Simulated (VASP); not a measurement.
Wanted: the native input for a VASP 6.6.1 run.

| Quantity | Value |
| --- | --- |
| Task | single point |
| Functional | revPBE |
| Potentials or basis | VASP PAW PBE potentials, release 64 (Cr_pv) |
| Cutoff | 520 eV |
| k mesh | 12 × 12 × 12 |
| Occupations | fermi-dirac, width 0.05 eV |
| Spin | collinear spin, typed start |
| Starting moments | [1.5, -1.5] μB |
| Dipole correction | no |
| Further INCAR settings | ALGO = Fast; EDIFF = 1e-06; NBANDS = 23 |

The structure of Cr lies in POSCAR:

```
Cr
1.0
    0.0000000000      2.4182163431      2.4182163431
    2.4182163431      0.0000000000      2.4182163431
    2.4182163431      2.4182163431      0.0000000000
Cr
2
Direct
    0.0000000000      0.0000000000      0.0000000000
    0.5000000000      0.5000000000      0.5000000000
```

The cell was built by a generator and needn't be a form met in nature.

One way to write it, as run:

INCAR

```
SYSTEM = Cr
PREC = Accurate ; ENCUT = 520
EDIFF = 1E-6 ; ISMEAR = -1
SIGMA = 0.05 ; LREAL = .False.
LASPH = .True. ; NELM = 150
ALGO = Fast ; ISIF = 2
LWAVE = .False. ; LCHARG = .True.
ISPIN = 2 ; MAGMOM = 1.5 -1.5
LORBIT = 11 ; LMAXMIX = 4
GGA = RE ; LELF = .True.
LVHAR = .True. ; NBANDS = 23
```

KPOINTS

```
regular mesh
0
Gamma
  12 12 12
  0 0 0
```

Potentials or basis: VASP PAW PBE potentials, release 64 (Cr_pv).

Command:

```console
$ cat potpaw_PBE.64/Cr_pv/POTCAR > POTCAR
$ mpirun -np 1 vasp_std > vasp.out
```

It gave:

The pressure is 0.5 GPa. The band gap on the k mesh is none (metal or under the smearing width). The net moment is 0.00 μB per cell and the site moments are Cr +2.11, -2.11 μB. The valence electrons inside the program's atomic spheres are Cr 10.93.

Caveat: the PAW data sets were made with another functional, which shifts forces and pressure a little.

Run time: 2.1 min on 1 thread of Intel(R) Xeon(R) Platinum 8488C (Sapphire Rapids) (shared host), peak memory 0.21 GiB.
